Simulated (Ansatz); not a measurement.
## Lattice vibrations of BN at Γ at 20 GPa

All numbers below come from Ansatz 0.2.0, DFT PBEsol, scalar-relativistic, plane waves, PAW. Settings: 420 eV plane-wave cutoff, Γ-centred 12×12×12 mesh, fixed occupations. No spin polarisation. Phonons by linear response, acoustic sum rule imposed.

The cell, relaxed at 20 GPa:
```
B N
1.0
     2.46164    0.00161   -0.22186
    -1.22222    2.13679    0.22183
    -0.99673   -0.85063    2.70210
B N
1 1
Direct
  0.99514 0.99348 0.00000
  0.65301 0.32241 0.98680
```

The crystal is built of layers and no dispersion correction was added, so the binding between them is poorly described, and with it their spacing and whatever depends on it.

Q: Give the high-frequency dielectric tensor ε∞.

A:
```
 5.52  0.01 -0.12
 0.01  5.53  0.07
-0.12  0.07  4.17
```

Q: Give the Born effective charges.

A:
| atom | Z*xx | Z*yy | Z*zz | mean |
| --- | --- | --- | --- | --- |
| B (atom 1) | 2.63 | 2.63 | 1.36 | 2.21 |
| N (atom 2) | -2.63 | -2.63 | -1.36 | -2.21 |

Q: How large is the static dielectric tensor with the ions free to move, and what share of it is ionic?

A:
```
 7.5  0.0 -0.1
 0.0  7.5  0.0
-0.1  0.0  6.8
```
The ions give 30 % of its trace.

This form isn't the usual stable structure of the compound at low pressure.

Cost: 1 run of about 1.1 core-minutes, on Arm Neoverse V2 (shared hosts).